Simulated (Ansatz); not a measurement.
CsBr:
```xyz
2
Lattice="4.3895 0.0000 0.0000 0.0000 4.3895 0.0000 0.0000 0.0000 4.3895" Properties=species:S:1:pos:R:3 pbc="T T T"
Cs     0.0000     0.0000     0.0000
Br     2.1947     2.1947     2.1947
```

Relaxed with PBE.

### Question
Decompose the optical modes at the zone centre into irreducible representations, and say which are infrared and Raman allowed.

### Answer
Point group m-3m: Γ_opt = T1u. Infrared: T1u. Raman: none.

### Question
Assign frequencies (DFPT, the program Ansatz at the PBE level (PAW); without the LO–TO term).

### Answer
T1u 55 cm⁻¹.

Space group Pm-3m (CsCl type). The cell was relaxed with PBE under the symmetry of its start; phonons on a q-mesh show no instability. Scalar-relativistic: spin–orbit coupling is off unless named, which matters more the heavier the elements.

Potentials: the later of the program's two PAW sets.
